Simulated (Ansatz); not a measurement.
Fe: strain and displacement

```xyz
1
Lattice="2.3678 0.0000 0.0000 0.0000 2.3678 0.0000 0.0000 0.0000 2.3678" Properties=species:S:1:pos:R:3 pbc="T T T"
Fe    0.0000    0.0000    0.0000
```

The structure comes from a relaxation in the same program, started in the sc type, and has space group Pm-3m. Whether it is a known phase or the ground state wasn't checked.

The magnetic state is the one reached from the start moments; no search over orders was made, so it needn't be the ground state.

The calculation used Ansatz 0.2.0, DFT, PBE, all-electron LAPW, scalar-relativistic.

Numerical set-up: a Γ-centred 18×18×18 k mesh, Fermi–Dirac smearing of 0.03 eV, basis error target 0.5 meV/atom, spin-polarised from start moments Fe 3 μB.

The unchanged cell is at -0.13 GPa.

In a metal, stresses and small energies carry noise from the k mesh.

x, y and z are the Cartesian axes of the cell as listed; fractional coordinates follow a strain, and an engineering shear is twice the off-diagonal strain component.

Question: With this change (xy engineering shear strain of +1 %), what becomes of the energy and stress and moment?

Answer: Energy change under 1 meV/atom; stress change (xx, yy, zz, yz, xz, xy) 0.01, 0.01, 0.00, 0.00, 0.00, 0.62 GPa, compression positive; moment 2.35 → 2.35 μB.

Question: With this change (z strained by -1.5 % at fixed volume), what becomes of the energy and stress and moment?

Answer: Energy change +6 meV/atom; stress change (xx, yy, zz, yz, xz, xy) -2.83, -2.83, 6.38, 0.00, 0.00, 0.00 GPa, compression positive; moment 2.35 → 2.36 μB.
